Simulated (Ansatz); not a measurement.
Electric field gradients in LiCl

```
Li Cl
1.0
     3.92608    0.00000    0.00000
    -1.96304    3.40008    0.00000
     0.00000    0.00000    6.28692
Li Cl
2 2
Cartesian
  0.0000 2.2667 -0.0152
  1.9630 1.1334 3.1282
  0.0000 2.2667 2.3791
  1.9630 1.1334 5.5226
```

Atoms are numbered in the order listed.

The structure comes from a relaxation in the same program, started in the wurtzite type, and has space group P6_3mc. Whether it is a known phase or the ground state wasn't checked.

All numbers are computed: DFT, PBE, all-electron PAW with datasets made for the crystal, scalar-relativistic (Ansatz 0.2.0); DFT, PBE, PAW with Ansatz's default frozen-core files, scalar-relativistic (Ansatz 0.2.0).

For the crystal-made all-electron datasets (AE datasets): a Γ-centred 10×10×6 k mesh, Fermi–Dirac smearing of 0.05 eV, cutoff 200 eV (chosen by the program for this cell), no spin polarisation. PAW takes a cutoff of 420 eV at this cell. The Ansatz runs share mesh, smearing and spin set-up.

Vzz is the principal value of largest size of the traceless field-gradient tensor, in 10²¹ V/m², and η = (Vxx − Vyy)/Vzz with |Vzz| ≥ |Vyy| ≥ |Vxx|.

```tsv
site	site symmetry	Vzz (η), AE datasets	Vzz (η), PAW
Li1	3m.	0.01 (η = 0.00)	0.01 (η = 0.00)
Cl3	3m.	-0.10 (η = 0.00)	-0.10 (η = 0.00)
```
